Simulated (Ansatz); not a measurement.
# O-17 NMR of the central transition in TiO2

Cell: an entry of the Crystallography Open Database (COD), ions relaxed with PBE at fixed cell.

Space group Pbcn (No. 60); a = 4.5318, b = 5.5019, c = 4.9063 Å.

```csv
site,Wyckoff,site symmetry,x,y,z
Ti,4c,.2.,0.0000,0.1758,0.2500
O,8d,1,0.2702,0.3824,0.4195
```

One atom of each set is listed.

All values are calculated (Ansatz; DFT, PBE, plane waves and PAW, scalar-relativistic, 420 eV cutoff, Γ-centred 5×4×4 k-points, Fermi–Dirac smearing 0.02 eV), not measured.

O-17 has I = 5/2 and Q = -25.58 mb (Pyykkö 2018); at 16.4 T its Larmor frequency is ν₀ = 94.7 MHz. Only the quadrupole interaction is simulated: positions count from each site's isotropic chemical shift, and J coupling is left out, as are shift anisotropy and dipolar coupling, which fast spinning averages.

Question: Give C_Q, η, the quadrupolar product P_Q = |C_Q|(1 + η²/3)^½, the second-order isotropic shift and the breadth of the pattern (fast magic-angle spinning) for each O site.

Answer: 

| site | first shell | C_Q (MHz) | η | P_Q (MHz) | δ_QIS (ppm) | breadth (kHz) |
| --- | --- | --- | --- | --- | --- | --- |
| O | 3 Ti at 1.87–2.09 Å; also 1 Ti at 3.17 Å | 1.68 | 0.53 | 1.75 | -2.06 | 0.453 |

δ_QIS = −(ν_Q²/30ν₀²)[I(I+1) − 3/4](1 + η²/3) × 10⁶ ppm with ν_Q = 3|C_Q|/[2I(2I−1)]; it falls as 1/B₀² in ppm, and the breadth as 1/B₀ in kHz.

At this cell the PBE pressure is 6 GPa, so with PBE the cell would grow if it were relaxed.
